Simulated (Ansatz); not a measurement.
**Every step of a relaxation of Ir (hcp type)**

DFT, PBE, PAW with Ansatz's default frozen-core files, scalar-relativistic (Ansatz 0.2.0); a Γ-centred 18×18×10 k mesh, Fermi–Dirac smearing of 0.05 eV, no spin polarisation. The run relaxes shape and atoms at held volume.

Command: `ansatz run input.yaml --threads 1 --pin off --max-ram 2048MiB --backend cpu --events-out ev --progress --plain --runs-dir out` It took 11 s on 1 thread of Intel(R) Xeon(R) Platinum 8488C (Sapphire Rapids), on a shared host, peak memory 0.41 GiB.

```yaml
crystal:
  lattice:
    - [2.0743547951, 0.0, 0.0]
    - [-1.0371773976, 1.796443949, 0.0]
    - [0.0, 0.0, 3.3613357568]
  atoms:
    - { symbol: Ir, position: [0.3333333333, 0.6666666667, 0.25] }
    - { symbol: Ir, position: [0.6666666667, 0.3333333333, 0.75] }
kpoints:
  mp_grid: { grid: [18, 18, 10] }
scf:
  occupations: { method: fermi_dirac, width: 0.05 }
hamiltonian:
  xc: pbe
  pseudopotentials: { kind: paw }
output:
  forces: true
  stress: true
relax:
  f_tol: 0.005
  max_steps: 30
  cell: { stress_tol: 0.68, fix: [volume] }
```

Each step lists its free energy a cell above the last geometry, the pressure, the cell vectors (Å), and Cartesian positions (Å) with forces (eV/Å).

The first step:

```
step 1  dF = 18.03 meV  P = 2113 GPa
  cell 2.0744 0.0000 0.0000  -1.0372 1.7964 0.0000  0.0000 0.0000 3.3613
  Ir 0.0000 1.1976 0.8403   0.0000 0.0000 0.0000
  Ir 1.0372 0.5988 2.5210   0.0000 0.0000 0.0000
```

Spin–orbit coupling is left out, which matters for the heavy atoms. The structure type is held throughout; the real material can change phase at far lower pressure. At this compression frozen-core PAW has no all-electron check here.

The symmetry of the start is kept and no stability test is made, so the end need not be the stable phase.

Problem. Where does the relaxation end, and by which steps?

Solution. After 4 geometries, with conventional a, b, c = 2.067, 2.067, 3.387 Å, at 6.263 Å³/atom and 2112 GPa in space group P6_3/mmc, with a shortest distance of 2.067 Å. The further steps:
```
step 2  dF = 23.06 meV  P = 2113 GPa  (not accepted)
  cell 2.0580 0.0000 0.0000  -1.0290 1.7823 0.0000  0.0000 0.0000 3.4151
  Ir 0.0000 1.1882 0.8538   0.0000 0.0000 0.0000
  Ir 1.0290 0.5941 2.5613   0.0000 0.0000 0.0000
step 3  dF = 0.01 meV  P = 2112 GPa
  cell 2.0667 0.0000 0.0000  -1.0334 1.7898 0.0000  0.0000 0.0000 3.3862
  Ir 0.0000 1.1932 0.8465   0.0000 0.0000 0.0000
  Ir 1.0334 0.5966 2.5396   0.0000 0.0000 0.0000
step 4  dF = 0.00 meV  P = 2112 GPa
  cell 2.0666 0.0000 0.0000  -1.0333 1.7897 0.0000  0.0000 0.0000 3.3867
  Ir 0.0000 1.1931 0.8467   0.0000 0.0000 0.0000
  Ir 1.0333 0.5966 2.5401   0.0000 0.0000 0.0000
step 5  dF = -0.02 meV  P = 2112 GPa  (same geometry on a basis chosen anew; earlier energies don't compare to the last digit)
  cell 2.0666 0.0000 0.0000  -1.0333 1.7897 0.0000  0.0000 0.0000 3.3867
  Ir 0.0000 1.1931 0.8467   0.0000 0.0000 0.0000
  Ir 1.0333 0.5966 2.5401   0.0000 0.0000 0.0000
```
